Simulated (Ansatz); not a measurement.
**Run times of several calculations on SiO2**

Cell: 36 atoms, space group P4_32_12, a = 7.446 Å, b = 7.446 Å, c = 8.584 Å, α = 90.00°, β = 90.00°, γ = 90.00°.

All runs are DFT with Ansatz 0.2.0 on 1 thread of Arm Neoverse V2 (aarch64; 8 cores open to the job, memory cap 3.0 GiB, no GPU), a shared host.

Question: Rank the runs by wall time, shortest first.
A. relaxation of the ions, PBE, 420 eV, 4×4×3 k-points, smearing 0.02 eV
B. single point, PBE, 420 eV, 4×4×3 k-points, smearing 0.02 eV
C. single point at relaxed positions, r2SCAN, 500 eV, 4×4×3 k-points, smearing 0.02 eV

Answer: B (1.9 min, 0.98 GiB), C (3.5 min, 1.8 GiB), A (6.8 min, 1.1 GiB).
